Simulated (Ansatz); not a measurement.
CdO (Monteponite):

```
Cd O
1.0
     0.00000    2.34950    2.34950
     2.34950    0.00000    2.34950
     2.34950    2.34950    0.00000
Cd O
1 1
Direct
  0.00000 0.00000 0.00000
  0.50000 0.50000 0.50000
```

Base run:

```yaml
Program: Ansatz 0.2.0
Functional: BLYP
Potentials_or_basis: Ansatz PAW
Cutoff: "420 eV (not typed: the program's choice for these potentials)"
k_mesh: 10 × 10 × 10
Occupations: fermi-dirac, width 0.05 eV
Spin: no spin polarisation
```

Its results: band gap on the k mesh none (metal or under the smearing width); pressure 11.8 GPa.

**Question.** After a change of settings the same cell gave: band gap on the k mesh 0.85 eV, indirect (least direct gap 2.10 eV); pressure 0.9 GPa. Which change was it?
A. functional from BLYP to PBEsol
B. functional from BLYP to LDA
C. functional from BLYP to RPBE
D. functional from BLYP to HSE03; k mesh from 10 × 10 × 10 to 5 × 5 × 5

**Answer.** D.

Caveats: some runs use coarse meshes; the PAW data sets come from PBE, with cores solved anew for the run's functional, which leaves a small shift of forces and pressure; this crystal is a semiconductor, whose small gap the functional closes, so the metal is an error of the method (some runs); the k mesh misses the band edges, so the gap on the mesh is wider than the one along the path (some runs); the thresholds are loose for stress (some runs).

Runs at the PBE level aren't shown here.
